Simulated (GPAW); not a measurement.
Runs of GPAW 26.7.0 on BP. It takes space group F-43m (No. 216, cubic). The conventional cell has a = 4.538 Å, b = 4.538 Å, c = 4.538 Å, α = 90.00°, β = 90.00°, γ = 90.00°. Around P (site symmetry -43m) lie 4 B at 1.97 Å. Around B (site symmetry -43m) lie 4 P at 1.97 Å. 

```csv
task,level,potentials or basis,cell,k mesh,cutoff (eV),maxiter,mesh quality,gap on the mesh (eV),pressure (GPa),V0 of scaled cells (Å³/atom),B0 (GPa)
single point,PBEsol,"PAW data sets generated in the run's folder for this functional, pw",as given,10 × 10 × 10,800,150,not flagged,1.14,-1.7,-,-
single point,HF,"GPAW PAW data sets (gpaw-data 1.2.1), pw",as given,5 × 5 × 5,600,60,coarse,7.94,-,-,-
equation of state,LDA,"the program's PAW data sets (release 1.2.1) made for this functional, pw",as given,10 × 10 × 10,800,150,not flagged,-,-,(b),176
single point,PBEsol,"PAW data sets generated in the run's folder for this functional, pw","atoms moved at random, drawn with an rms of 0.05 Å",10 × 10 × 10,800,150,not flagged,0.79,-1.6,-,-
equation of state,PBEsol,"PAW data sets generated in the run's folder for this functional, pw",as given,10 × 10 × 10,800,150,not flagged,-,-,(a),170
```

Alike in all rows: no spin polarisation; smearing fermi-dirac 0.05 eV.

Task: Fill in the values left out.

Result: (a) 11.57; (b) 11.34.

Caveats: some runs use coarse meshes; the PAW data sets were made with another functional, which shifts forces and pressure a little (some runs); an odd mesh through Γ misses points on the zone boundary, where band edges often lie (some runs).

Runs at the PBE level aren't shown here.
